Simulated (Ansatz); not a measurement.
# NaI: the cell at several levels of theory

Aim: relax NaI (h-MgO type) with PBE, r2SCAN and PBEsol and see how far the functionals disagree on the cell. This is a trial cell built on a prototype, not taken from a measured structure, and it needn't be the compound's ground state.

Code: Ansatz 0.2.0. PAW datasets, plane waves, zero pressure. Values at 0 K without nuclear motion; spin polarisation is off, and the phase may be a hypothetical one.

## 1. The system as given

Space group P6_3/mmc (No. 194), hexagonal; conventional cell a = 5.009 Å, c = 6.260 Å, 34.00 Å³ an atom. Na has 5 I at 2.89–3.13 Å; I has 5 Na at 2.89–3.13 Å.

The structure in full:

Space group P6_3/mmc (No. 194). a = 5.009 Å, b = 5.009 Å, c = 6.260 Å, α = 90.00°, β = 90.00°, γ = 120.00°
```json
{"atom": "Na", "site": "2c", "symmetry": "-6m2", "x": "0.3333", "y": "0.6667", "z": "0.2500"}
{"atom": "I", "site": "2d", "symmetry": "-6m2", "x": "0.6667", "y": "0.3333", "z": "0.2500"}
```

## 2. Relaxation with PBE

The input, input.yaml:

```yaml
crystal:
  lattice:
    - [5.0085628852, 0.0, 0.0]
    - [-2.5042814426, 4.337542695, 0.0]
    - [0.0, 0.0, 6.2603709]
  atoms:
    - { symbol: Na, position: [0.3333333333, 0.6666666667, 0.25] }
    - { symbol: Na, position: [0.6666666667, 0.3333333333, 0.75] }
    - { symbol: I, position: [0.6666666667, 0.3333333333, 0.25] }
    - { symbol: I, position: [0.3333333333, 0.6666666667, 0.75] }
kpoints:
  mp_grid: { grid: [6, 6, 4] }
hamiltonian:
  xc: pbe
scf:
  occupations: { method: fermi_dirac, width: 0.02 }
relax:
  f_tol: 0.005
  cell: {}
```

After this run come: Relaxing with r2SCAN; PBEsol: cell and atoms.

Before running it: what results should come out? Wanted: for each run, a; c; volume; space group; SCF geometries.

**Answer**, as computed:

| level | a (Å) | c (Å) | volume (Å³/atom) | space group | SCF geometries |
| --- | --- | --- | --- | --- | --- |
| PBE | 5.468 | 6.529 | 42.263 | P6_3/mmc | 8 |
| r2SCAN | 5.416 | 6.462 | 41.047 | P6_3/mmc | 4 |
| PBEsol | 5.389 | 6.393 | 40.191 | P6_3/mmc | 4 |

The first relaxation changed the volume by +24.3 % from the start. The volume runs from PBEsol (least) to PBE (most), a spread of 5.2 %, or 1.7 % in length if all axes shared it alike.
